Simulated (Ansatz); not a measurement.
**ZnTe in the zinc blende structure (space group F-43m, No. 216)**

Space group F-43m (No. 216); a = b = c = 6.1134 Å, α = β = γ = 90.00°

```csv
atom,site,symmetry,x,y,z
Te,4c,-43m,0.2500,0.2500,0.2500
Zn,4a,-43m,0.0000,0.0000,0.0000
```
(The calculation used a cell of 2 atoms; values per cell refer to that cell.)

Level of theory: Kohn–Sham DFT with the r2SCAN functional, run in Ansatz (a first-principles code) with PAW and 500 eV plane waves, spin-orbit coupling left out. k-mesh 9×9×9 (Γ-centred); smearing 0.05 eV (Fermi–Dirac).

```yaml
volume_per_atom: 28.56 Å³
density: 5.61 g/cm³
band_gap: 1.79 eV, direct at Γ
electron_mass: 0.11 mₑ
Hole mass (degenerate bands, along [100]): 0.11, 0.45, 0.45 mₑ
Lowest conduction-band minima above the VBM: Γ 1.79 eV; L along ⟨111⟩ 2.20 eV; a point along ⟨100⟩, about 0.9 Å⁻¹ from Γ 2.54 eV
total_energy: -5160.815 eV/atom (σ→0; compares only within this code and set-up)
```

Spin-orbit coupling, missing from the scalar runs, can matter with Te. Effective masses come from finite differences of ±0.01 Å⁻¹. Stability against distortions was not tested.
